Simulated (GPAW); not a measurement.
# GaN (F-43m) in GPAW: notebook, part 2 of 2

GPAW 26.7.0. The steps go on from the part before.

## 3. Equation of state, TPSS+D4

The input, run.py:

```python
from ase.calculators.mixing import SumCalculator
from ase.eos import EquationOfState
from ase.io import Trajectory
from ase.spacegroup import crystal
from ase.units import GPa
from dftd4.ase import DFTD4
from gpaw import GPAW, PW

# Ga 4a
# N 4d
atoms = crystal(['Ga', 'N'],
                basis=[[0.0, 0.0, 0.0],
                       [0.25, 0.25, 0.75]],
                spacegroup=216, setting=1,  # F-43m
                cellpar=[4.50700122, 4.50700122, 4.50700122, 90.0, 90.0, 90.0],
                primitive_cell=True)

traj = Trajectory('eos.traj', 'w')
volumes, energies = [], []
for x in [0.94, 0.96, 0.98, 1.0, 1.02, 1.04, 1.06]:
    a = atoms.copy()
    a.set_cell(atoms.cell * x**(1 / 3), scale_atoms=True)
    calc = GPAW(mode=PW(800),
                xc='MGGA_X_TPSS+MGGA_C_TPSS',
                kpts={'size': (10, 10, 10), 'gamma': True},
                occupations={'name': 'fermi-dirac', 'width': 0.05},
                nbands=11,
                convergence={'density': 1e-05, 'energy': 1e-05},
                eigensolver='davidson',
                maxiter=150,
                txt=f'eos-{x:.2f}.txt')
    a.calc = SumCalculator([calc, DFTD4(method='tpss')])
    energies.append(a.get_potential_energy())
    volumes.append(a.get_volume())
    p = -a.get_stress()[:3].mean() / GPa
    calc.write(f'eos-{x:.2f}.gpw')
    traj.write(a)
    print(f'{x:.2f} {volumes[-1]:10.4f} A^3 {energies[-1]:14.6f} eV {p:9.3f} GPa', flush=True)

v0, e0, B = EquationOfState(volumes, energies, eos='birchmurnaghan').fit()
print(f'V0 = {v0:.4f} A^3, E0 = {e0:.6f} eV, B0 = {B / GPa:.2f} GPa')
```

Potentials or basis: GPAW PAW data sets (gpaw-data 1.2.1), pw.

Launch:

```bash
$ OMP_NUM_THREADS=1 python run.py
```

The program printed:

```text
__  _  _
 | _ |_)|_||  |
 |__||  | ||/\| - 26.7.0

Input parameters:
  mode=PW(ecut=800.0),
  convergence={'density': 1e-05, 'energy': 1e-05},
  eigensolver=Davidson(niter=2),
  kpts=MonkhorstPack(size=(10, 10, 10), gamma=True),
  maxiter=150,
  nbands=11,
  occupations=Occupations(name='fermi-dirac', width=0.05),
  xc=XC(name='MGGA_X_TPSS+MGGA_C_TPSS')

Diagonalizing LCAO Hamiltonian
Converting LCAO to pw mode

                  N

       Ga

Atoms  # Å, Bohr magnetons
|   | symbol |        x |        y |        z |    initial magnetic moments |
|---|--------|----------|----------|----------|-----------------------------|
| 0 |     Ga | 0.000000 | 0.000000 | 0.000000 | ( 0.0000,  0.0000,  0.0000) |
| 1 |      N | 3.334566 | 3.334566 | 3.334566 | ( 0.0000,  0.0000,  0.0000) |

Unit cell  # Å
| periodic |        x |        y |        z |  lengths |    angles |
|----------|----------|----------|----------|----------|-----------|
|      yes | 0.000000 | 2.223044 | 2.223044 | 3.143859 | 60.000000 |
|      yes | 2.223044 | 0.000000 | 2.223044 | 3.143859 | 60.000000 |
|      yes | 2.223044 | 2.223044 | 0.000000 | 3.143859 | 60.000000 |

Number of symmetries: 24
Symmetry operations  # r_c * U_cc + t_c -> r_c
|    | kind |            matrix            |
|----|------|------------------------------|
|  0 |  E   |  1, 0, 0,  0, 1, 0,  0, 0, 1 |
|  1 |  σ   |  1, 0, 0,  0, 0, 1,  0, 1, 0 |
|  2 |  σ   |  1, 0,-1,  0, 1,-1,  0, 0,-1 |
|  3 |  C3  |  1, 0,-1,  0, 0,-1,  0, 1,-1 |
|  4 |  C3  |  1,-1, 0,  0,-1, 1,  0,-1, 0 |
|  5 |  σ   |  1,-1, 0,  0,-1, 0,  0,-1, 1 |
|  6 |  σ   |  0, 1, 0,  1, 0, 0,  0, 0, 1 |
|  7 |  C3  |  0, 1, 0,  0, 0, 1,  1, 0, 0 |
|  8 |  C2  |  0, 1,-1,  1, 0,-1,  0, 0,-1 |
|  9 |  S4  |  0, 1,-1,  0, 0,-1,  1, 0,-1 |
| 10 |  C3  |  0, 0, 1,  1, 0, 0,  0, 1, 0 |
| 11 |  σ   |  0, 0, 1,  0, 1, 0,  1, 0, 0 |
| 12 |  S4  |  0, 0,-1,  1, 0,-1,  0, 1,-1 |
| 13 |  C3  |  0, 0,-1,  0, 1,-1,  1, 0,-1 |
| 14 |  S4  |  0,-1, 1,  1,-1, 0,  0,-1, 0 |
| 15 |  C2  |  0,-1, 1,  0,-1, 0,  1,-1, 0 |
| 16 |  C3  |  0,-1, 0,  1,-1, 0,  0,-1, 1 |
| 17 |  S4  |  0,-1, 0,  0,-1, 1,  1,-1, 0 |
| 18 |  S4  | -1, 1, 0, -1, 0, 1, -1, 0, 0 |
| 19 |  C3  | -1, 1, 0, -1, 0, 0, -1, 0, 1 |
| 20 |  C3  | -1, 0, 1, -1, 1, 0, -1, 0, 0 |
| 21 |  S4  | -1, 0, 1, -1, 0, 0, -1, 1, 0 |
| 22 |  σ   | -1, 0, 0, -1, 1, 0, -1, 0, 1 |
| 23 |  C2  | -1, 0, 0, -1, 0, 1, -1, 1, 0 |

BZ-sampling:
  Number of BZ points: 1000
  Number of IBZ points: 47

  Monkhorst-Pack size: [10, 10, 10]
  Monkhorst-Pack shift: [0.05, 0.05, 0.05]

K-points  # in reciprocal-cell coordinates
|     |                                coordinates |     weight |
[... 87 lines left out ...]

eigensolver:
  Davidson
  Converge bands: occupied
  niter=2

density mixing:
  MSR1-Mixer
  Pratt-step length: 0.05
  Maximum mixing coefficient: 0.75
  Old densities: 10
  SVD Regularization: 0.005
  Good broyden scale: 1.0
  Trust region scale: 1.0
  Backstep threshold: 4.0
  History deletion threshold: 6.0
  Fourier metric: weight=20.0, sigma=0.015

occupation numbers:
  Fermi-Dirac:
    width: 0.0500  # eV

poisson solver:
  ecut: 6400.0  # eV

xc functional:
  name: MGGA_X_TPSS+MGGA_C_TPSS with 2 nearest neighbor stencil

convergence criteria:
- Maximum integral of absolute [dens]ity change: 1e-05 electrons / valence electron
- Maximum [total energy] change in last 3 cyles: 1e-05 eV / valence electron
- Maximum integral of absolute [eigenst]ate change: 4e-08 eV^2 / valence electron
maximum number of iterations: 150

SCF iterations
|iter     | |      energy | eigst |  dens |
|---------|-|-------------|-------|-------|
|iter:   1| |   52.930338 | +1.92 |       |
|iter:   2| |  -18.320753 | +1.38 | -0.44 |
|iter:   3| |  -23.634993 | +0.12 | -0.59 |
|iter:   4| |  -22.808134 | -1.85 | -0.52 |
|iter:   5| |  -21.523182 | -1.01 | -0.58 |
|iter:   6| |  -21.367918 | -0.67 | -0.82 |
|iter:   7| |  -23.697539 | -0.57 | -1.12 |
|iter:   8| |  -28.508598 | -0.63 | -0.59 |
|iter:   9| |  -27.341025 | -2.27 | -0.34 |
|iter:  10| |  -20.622520 | +0.30 | -0.34 |
|iter:  11| |  -22.142245 | -1.54 | -1.24 |
|iter:  12| |  -21.188396 | -0.83 | -0.77 |
|iter:  13| |  -21.249863 | -2.22 | -1.48 |
|iter:  14| |  -21.237700 | -2.20 | -1.65 |
|iter:  15| |  -21.239109 | -3.65 | -2.92 |
|iter:  16| |  -21.239126 | -5.25 | -3.24 |
|iter:  17| |  -21.239124c| -5.99 | -3.56 |
|iter:  18| |  -21.239124c| -7.35 | -4.56 |
|iter:  19| |  -21.239124c| -8.29c| -4.73 |
|iter:  20| |  -21.239124c| -9.80c| -5.67c|

Converged in 20 steps
Energy contributions relative to reference atoms: (reference = -54366.393033)

Energy contributions:
  Kinetic:          39.645545
  Coulomb:         -34.495486
  Zero:              0.159565
  External:          0.000000
  Xc:              -26.548748
  Entropy:          -0.000000
  Spinorbit:         0.000000
  ----------------------------
  Free energy:     -21.239124
  Extrapolated:    -21.239124

dipole moment: (-9.970929, -9.970929, -9.970929)  # |e|*Ang

Fermi level: 7.918
Eigenvalues  # (at kpt = [0.000, 0.000, 0.000])
| band index |      eig [eV] | occ [0-2] |
|------------|---------------|-----------|
|          0 |        -9.783 |     2.000 |
|          1 |         6.817 |     2.000 |
|          2 |         6.818 |     2.000 |
|          3 |         6.818 |     2.000 |
|          4 |         8.777 |     0.000 |
|          5 |        17.741 |     0.000 |
|          6 |        17.741 |     0.000 |
|          7 |        17.741 |     0.000 |
|          8 |        25.017 |     0.000 |
|          9 |        25.630 |     0.000 |
|         10 |        25.705 |     0.000 |

Gap: 1.960 eV
Transition (v -> c):
  (s=0, k=0, n=3, [0.00, 0.00, 0.00]) -> (s=0, k=0, n=4, [0.00, 0.00, 0.00])
No difference between direct/indirect transitions

Stress tensor  # eV/Ang^3
|         x |         y |         z |
|-----------|-----------|-----------|
| -0.140340 | -0.000000 |  0.000000 |
| -0.000000 | -0.140340 |  0.000000 |
|  0.000000 |  0.000000 | -0.140340 |

# Writing to eos-0.96.gpw (mode='')
```

stdout:

```text
0.94    21.5145 A^3     -22.312103 eV    19.919 GPa
0.96    21.9722 A^3     -22.362172 eV    13.981 GPa
0.98    22.4300 A^3     -22.395930 eV     8.650 GPa
1.00    22.8877 A^3     -22.415262 eV     3.874 GPa
1.02    23.3455 A^3     -22.421720 eV    -0.406 GPa
1.04    23.8033 A^3     -22.415443 eV    -4.262 GPa
1.06    24.2610 A^3     -22.399714 eV    -7.701 GPa
V0 = 23.3476 A^3, E0 = -22.421411 eV, B0 = 209.75 GPa
```

eos-1.00.txt:

```text
SCF iterations
|iter     | |      energy | eigst |  dens |
|---------|-|-------------|-------|-------|
|iter:   1| |   50.861078 | +1.93 |       |
|iter:   2| |  -18.524315 | +1.30 | -0.44 |
|iter:   3| |  -23.660333 | +0.05 | -0.59 |
|iter:   4| |  -22.836375 | -1.89 | -0.52 |
|iter:   5| |  -21.584813 | -1.02 | -0.59 |
[... 45 lines left out ...]
|          9 |        24.848 |     0.000 |
|         10 |        24.941 |     0.000 |

Gap: 1.699 eV
Transition (v -> c):
  (s=0, k=0, n=3, [0.00, 0.00, 0.00]) -> (s=0, k=0, n=4, [0.00, 0.00, 0.00])
No difference between direct/indirect transitions

Stress tensor  # eV/Ang^3
|         x |         y |         z |
|-----------|-----------|-----------|
| -0.073023 |  0.000000 | -0.000000 |
|  0.000000 | -0.073023 |  0.000000 |
| -0.000000 |  0.000000 | -0.073023 |

# Writing to eos-1.00.gpw (mode='')
```

Run time: 6.5 min. Hardware: 1 thread of Intel Xeon Platinum 8488C (Sapphire Rapids), shared host; peak memory 0.56 GiB.

What came out:

* Equilibrium volume: 11.67 Å³/atom (rough: see the caveat)
* Bulk modulus: 210 GPa (rough)

Energy against volume, from the lowest point:
```csv
volume (Å³/atom),energy (meV/atom)
10.757,54.81
10.986,29.77
11.215,12.90
11.444,3.23
11.673,0.00
11.902,3.14
12.131,11.00
```

Caveat: the data sets keep Ga 3d, Li 1s and Be 1s frozen, and some such compounds lay over 1.5 % in volume off other programs; the points scatter about the fit; the PAW data sets were made with another functional, which shifts forces and pressure a little.

## 4. Band structure, BEEF-vdW, spin-orbit coupling, no magnetisation

The input, run.py:

```python
import numpy as np
from ase.dft.bandgap import bandgap
from ase.io import read, write
from gpaw import GPAW, PW
from gpaw.spinorbit import soc_eigenstates

atoms = read('POSCAR')

calc = GPAW(mode=PW(800),
            xc={'name': 'BEEF-vdW', 'backend': 'libvdwxc'},
            kpts={'size': (10, 10, 10), 'gamma': True},
            occupations={'name': 'fermi-dirac', 'width': 0.05},
            nbands=11,
            convergence={'density': 1e-05, 'energy': 1e-05},
            maxiter=150,
            txt='gpaw.txt')
atoms.calc = calc
energy = atoms.get_potential_energy()
forces = atoms.get_forces()
calc.write('gs.gpw')
write('result.traj', atoms)
print(f'Energy: {energy:.6f} eV')
print('Forces (eV/A):')
print(forces.round(4))
print('Fermi level:', round(calc.get_fermi_level(), 4), 'eV')
print(f'Gap: {bandgap(calc)[0]:.4f} eV, direct: {bandgap(calc, direct=True)[0]:.4f} eV')

path = atoms.cell.bandpath('GXWKGLUWLK,UX', npoints=80, eps=1e-4)
bs_calc = calc.fixed_density(kpts=path, symmetry='off', nbands=19,
                             convergence={'bands': 'CBM+6.0', 'eigenstates': 1e-6}, txt='bands.txt')
bs = bs_calc.band_structure()
bs.write('bs.json')
print(f'Gap on the path: {bandgap(bs_calc)[0]:.4f} eV')

soc = soc_eigenstates(bs_calc, theta=0, phi=0)
np.savetxt('soc_bands.dat', soc.eigenvalues(), fmt='%.4f')
mesh = soc_eigenstates('gs.gpw', theta=0, phi=0)
np.savetxt('soc_mesh.dat', mesh.eigenvalues(), fmt='%.4f')
print('Fermi level with spin-orbit coupling:', round(mesh.fermi_level, 4), 'eV')
```

The input, POSCAR:

```
GaN
1.0
    0.0000000000      2.2535006075      2.2535006075
    2.2535006075      0.0000000000      2.2535006075
    2.2535006075      2.2535006075      0.0000000000
Ga N
1 1
Direct
    0.0000000000      0.0000000000      0.0000000000
    0.2500000000      0.2500000000      0.2500000000
```

Potentials or basis: GPAW PAW data sets (gpaw-data 1.2.1), pw.

Launch:

```bash
$ OMP_NUM_THREADS=1 python run.py
```

gpaw.txt:

```text
__  _  _
 | _ |_)|_||  |
 |__||  | ||/\| - 26.7.0

Input parameters:
  mode=PW(ecut=800.0),
  convergence={'density': 1e-05, 'energy': 1e-05},
  kpts=MonkhorstPack(size=(10, 10, 10), gamma=True),
  maxiter=150,
  nbands=11,
  occupations=Occupations(name='fermi-dirac', width=0.05),
  xc=XC(name='BEEF-vdW', backend='libvdwxc')

Diagonalizing LCAO Hamiltonian
Converting LCAO to pw mode

           N
       Ga

Atoms  # Å, Bohr magnetons
|   | symbol |        x |        y |        z |    initial magnetic moments |
|---|--------|----------|----------|----------|-----------------------------|
| 0 |     Ga | 0.000000 | 0.000000 | 0.000000 | ( 0.0000,  0.0000,  0.0000) |
| 1 |      N | 1.126750 | 1.126750 | 1.126750 | ( 0.0000,  0.0000,  0.0000) |

Unit cell  # Å
| periodic |        x |        y |        z |  lengths |    angles |
|----------|----------|----------|----------|----------|-----------|
|      yes | 0.000000 | 2.253501 | 2.253501 | 3.186931 | 60.000000 |
|      yes | 2.253501 | 0.000000 | 2.253501 | 3.186931 | 60.000000 |
|      yes | 2.253501 | 2.253501 | 0.000000 | 3.186931 | 60.000000 |

Number of symmetries: 24
Symmetry operations  # r_c * U_cc + t_c -> r_c
|    | kind |            matrix            |
|----|------|------------------------------|
|  0 |  E   |  1, 0, 0,  0, 1, 0,  0, 0, 1 |
|  1 |  σ   |  1, 0, 0,  0, 0, 1,  0, 1, 0 |
|  2 |  σ   |  1, 0,-1,  0, 1,-1,  0, 0,-1 |
|  3 |  C3  |  1, 0,-1,  0, 0,-1,  0, 1,-1 |
|  4 |  C3  |  1,-1, 0,  0,-1, 1,  0,-1, 0 |
|  5 |  σ   |  1,-1, 0,  0,-1, 0,  0,-1, 1 |
|  6 |  σ   |  0, 1, 0,  1, 0, 0,  0, 0, 1 |
|  7 |  C3  |  0, 1, 0,  0, 0, 1,  1, 0, 0 |
|  8 |  C2  |  0, 1,-1,  1, 0,-1,  0, 0,-1 |
|  9 |  S4  |  0, 1,-1,  0, 0,-1,  1, 0,-1 |
| 10 |  C3  |  0, 0, 1,  1, 0, 0,  0, 1, 0 |
| 11 |  σ   |  0, 0, 1,  0, 1, 0,  1, 0, 0 |
| 12 |  S4  |  0, 0,-1,  1, 0,-1,  0, 1,-1 |
| 13 |  C3  |  0, 0,-1,  0, 1,-1,  1, 0,-1 |
| 14 |  S4  |  0,-1, 1,  1,-1, 0,  0,-1, 0 |
| 15 |  C2  |  0,-1, 1,  0,-1, 0,  1,-1, 0 |
| 16 |  C3  |  0,-1, 0,  1,-1, 0,  0,-1, 1 |
| 17 |  S4  |  0,-1, 0,  0,-1, 1,  1,-1, 0 |
| 18 |  S4  | -1, 1, 0, -1, 0, 1, -1, 0, 0 |
| 19 |  C3  | -1, 1, 0, -1, 0, 0, -1, 0, 1 |
| 20 |  C3  | -1, 0, 1, -1, 1, 0, -1, 0, 0 |
| 21 |  S4  | -1, 0, 1, -1, 0, 0, -1, 1, 0 |
| 22 |  σ   | -1, 0, 0, -1, 1, 0, -1, 0, 1 |
| 23 |  C2  | -1, 0, 0, -1, 0, 1, -1, 1, 0 |

BZ-sampling:
  Number of BZ points: 1000
  Number of IBZ points: 47

  Monkhorst-Pack size: [10, 10, 10]
  Monkhorst-Pack shift: [0.05, 0.05, 0.05]

K-points  # in reciprocal-cell coordinates
|     |                                coordinates |     weight |
|-----|--------------------------------------------|------------|
|   0 | (  0.00000000,   0.00000000,   0.00000000) | 0.00100000 |
|   1 | (  0.10000000,   0.10000000,   0.00000000) | 0.00600000 |
|   2 | (  0.10000000,   0.10000000,   0.10000000) | 0.00800000 |
|   3 | (  0.20000000,   0.10000000,   0.10000000) | 0.01200000 |
|   4 | (  0.20000000,   0.20000000,   0.00000000) | 0.00600000 |
|   5 | (  0.20000000,   0.20000000,   0.10000000) | 0.02400000 |
|   6 | (  0.20000000,   0.20000000,   0.20000000) | 0.00800000 |
|   7 | (  0.30000000,   0.20000000,   0.10000000) | 0.02400000 |
|   8 | (  0.30000000,   0.20000000,   0.20000000) | 0.02400000 |
|   9 | (  0.30000000,   0.30000000,   0.00000000) | 0.00600000 |
| ... |                                            |            |
|  46 | (  0.50000000,   0.50000000,   0.50000000) | 0.00400000 |

Plane wave coefficients: 1243
Cutoff: 800.0 eV

Spin-components: 1 (collinear spins)
Bands:           11
Projectors:      10
Spin-degeneracy: 2
Datatype:        complex128

Parallelization:
  kpt:    1
  domain: 1
  band:   1

Density:
  Valence electrons: 8.0
  Components: 1
  Grid points: [21 21 21]
  Charge: 0.0  # |e|

Potential:
  Grid points: [21 21 21]

species:
  Ga:
    name:    Gallium
    Z:       31.0
    valence: 3
    core:    28
    charge:  0.0  # [|e|]
    compensation charges:
      type: gauss
      rc: 0.37  # [Å]
      lmax: 2
    cutoffs:
      filter: 2.06  # [Å]
      core: 4.17  # [Å]
    projectors
    | kind |    occ | energy [eV] | rcut [Å] |
    |------|--------|-------------|----------|
    |   4s |  2.000 |      -8.945 |    1.164 |
    |   4p |  1.000 |      -2.580 |    1.164 |
    |    s |        |      18.266 |    1.164 |
    |    p |        |      24.631 |    1.164 |
    |    d |        |       0.000 |    1.164 |

    Using partial waves for Ga as LCAO basis

  N:
    name:    Nitrogen
    Z:       7.0
    valence: 5
    core:    2
    charge:  0.0  # [|e|]
    compensation charges:
      type: gauss
      rc: 0.18  # [Å]
      lmax: 2
    cutoffs:
      filter: 1.11  # [Å]
      core: 0.96  # [Å]
    projectors
    | kind |    occ | energy [eV] | rcut [Å] |
    |------|--------|-------------|----------|
    |   2s |  2.000 |     -18.583 |    0.603 |
    |   2p |  3.000 |      -7.089 |    0.529 |
    |    s |        |       8.629 |    0.603 |
    |    p |        |      20.123 |    0.529 |
    |    d |        |       0.000 |    0.577 |

    Using partial waves for N as LCAO basis

Reference energy: -54366.393033  # eV

eigensolver:
  PPCG
  Converge bands: occupied
  niter=2

density mixing:
  MSR1-Mixer
  Pratt-step length: 0.05
  Maximum mixing coefficient: 0.75
  Old densities: 10
  SVD Regularization: 0.005
  Good broyden scale: 1.0
  Trust region scale: 1.0
  Backstep threshold: 4.0
  History deletion threshold: 6.0
  Fourier metric: weight=20.0, sigma=0.015

occupation numbers:
  Fermi-Dirac:
    width: 0.0500  # eV

poisson solver:
  ecut: 6400.0  # eV

xc functional:
  name: vdW-BEEF with libvdwxc
  Mode: serial
  Semilocal: BEEVDW with 2 nearest neighbor stencil
  Corresponding non-local functional: vdW-DF2
  Local blocksize: 42 x 42 x 42
  PAW datasets: PBE

convergence criteria:
- Maximum integral of absolute [dens]ity change: 1e-05 electrons / valence electron
- Maximum [total energy] change in last 3 cyles: 1e-05 eV / valence electron
- Maximum integral of absolute [eigenst]ate change: 4e-08 eV^2 / valence electron
maximum number of iterations: 150

SCF iterations
|iter     | |      energy | eigst |  dens |
|---------|-|-------------|-------|-------|
|iter:   1| | -103.171223 | -0.22 |       |
|iter:   2| | -102.612802 | -2.02 | -0.54 |
|iter:   3| | -101.060939 | -0.66 | -0.60 |
|iter:   4| | -101.059765 | -3.10 | -1.28 |
|iter:   5| | -101.062095 | -3.31 | -1.54 |
|iter:   6| | -101.062136 | -5.31 | -2.79 |
|iter:   7| | -101.062163c| -5.57 | -3.15 |
|iter:   8| | -101.062163c| -7.35 | -4.20 |
|iter:   9| | -101.062163c| -8.12c| -4.77 |
|iter:  10| | -101.062163c| -7.97c| -5.52c|

Converged in 10 steps
Energy contributions relative to reference atoms: (reference = -54366.393033)

Energy contributions:
  Kinetic:          38.442510
  Coulomb:         -33.688935
  Zero:              0.146350
  External:          0.000000
  Xc:             -105.962089
  Entropy:          -0.000000
  Spinorbit:         0.000000
  ----------------------------
  Free energy:    -101.062163
  Extrapolated:   -101.062163

dipole moment: (-12.517842, -12.517842, -12.517842)  # |e|*Ang

Fermi level: 7.123
Eigenvalues  # (at kpt = [0.000, 0.000, 0.000])
| band index |      eig [eV] | occ [0-2] |
|------------|---------------|-----------|
|          0 |        -9.637 |     2.000 |
|          1 |         6.176 |     2.000 |
|          2 |         6.176 |     2.000 |
|          3 |         6.176 |     2.000 |
|          4 |         8.133 |     0.000 |
|          5 |        16.725 |     0.000 |
|          6 |        16.725 |     0.000 |
|          7 |        16.725 |     0.000 |
|          8 |        24.125 |     0.000 |
|          9 |        24.495 |     0.000 |
|         10 |        24.687 |     0.000 |

Gap: 1.957 eV
Transition (v -> c):
  (s=0, k=0, n=3, [0.00, 0.00, 0.00]) -> (s=0, k=0, n=4, [0.00, 0.00, 0.00])
No difference between direct/indirect transitions

Forces  # eV/Ang
|        x |        y |        z |
|----------|----------|----------|
| -0.00000 | -0.00000 | -0.00000 |  # Ga   0
|  0.00000 | -0.00000 | -0.00000 |  # N    1

# Writing to gs.gpw (mode='')
```

It took 23 s on 1 thread of Intel Xeon Platinum 8488C (Sapphire Rapids), shared host; peak memory 0.27 GiB.

Results:

```
Free energy             : -101.0622 eV
Band gap on the k mesh  : 1.95 eV, direct
Band gap along the path : 1.95 eV, direct
```

Levels at the corners of the path, in eV from the valence-band top:
```csv
point,band 4,band 5,band 6,band 7,band 8,band 9,band 10,band 11,band 12
Γ,-0.03,0.00,0.00,0.00,0.00,1.95,1.95,10.31,10.31
X,-6.07,-2.60,-2.60,-2.56,-2.56,3.63,3.63,6.86,6.86
W,-5.54,-3.66,-3.65,-3.47,-3.42,6.47,6.48,8.51,8.52
K,-5.73,-4.14,-4.10,-2.08,-2.08,5.27,5.27,8.03,8.03
Γ,-0.03,0.00,0.00,0.00,0.00,1.95,1.95,10.31,10.31
L,-6.83,-0.95,-0.95,-0.91,-0.91,4.86,4.86,8.99,8.99
U,-5.73,-4.14,-4.10,-2.08,-2.08,5.27,5.27,8.03,8.03
W,-5.54,-3.66,-3.65,-3.47,-3.42,6.47,6.48,8.51,8.52
L,-6.83,-0.95,-0.95,-0.91,-0.91,4.86,4.86,8.99,8.99
K,-5.73,-4.14,-4.10,-2.08,-2.08,5.27,5.27,8.03,8.03
U,-5.73,-4.14,-4.10,-2.08,-2.08,5.27,5.27,8.03,8.03
X,-6.07,-2.60,-2.60,-2.56,-2.56,3.63,3.63,6.86,6.86
```

Caveat: spin-orbit coupling was added after a scalar SCF, so levels and gaps hold it while energy, forces, pressure and moments don't; this program's spin-orbit splittings come out too wide for heavy elements; the PAW data sets were made with another functional, which shifts forces and pressure a little.

## 5. Against experiment

Step 4. Measured gap of GaN: 3.299 eV (direct; 0 K; a printed reference work, textbook). This calculation gives 1.95 eV (-1.35 eV). The value is that of BEEF-vdW, without temperature or zero-point motion. The cell is a database's relaxed one, not the measured one, which moves gaps too.
